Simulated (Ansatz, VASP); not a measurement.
# Zn: VASP beside Ansatz

```
CELL_PARAMETERS angstrom
-1.50636 1.50636 1.50636
1.50636 -1.50636 1.50636
1.50636 1.50636 -1.50636
ATOMIC_POSITIONS crystal
Zn 0.00000 0.00000 0.00000
```

Alike in both runs: task single point; functional LDA; k mesh 16 × 16 × 16; occupations fermi-dirac, width 0.1 eV; no spin polarisation.

|  | VASP | Ansatz |
| --- | --- | --- |
| version | VASP 6.6.1 | Ansatz 0.2.0 |
| potentials or method | VASP PAW LDA potentials, release 64 (Zn) | plane waves (420 eV) with PAW, scalar-relativistic |
| plane-wave cutoff (eV) | 520 | 420 |
| valence electrons in the cell | 12 | 12 |

VASP gave:

```
pressure (GPa) : 0.8
```

Task: Which values does Ansatz return?

Result: Pressure (GPa): 0.2.

Ansatz warned: «pseudo_functional_mismatch».
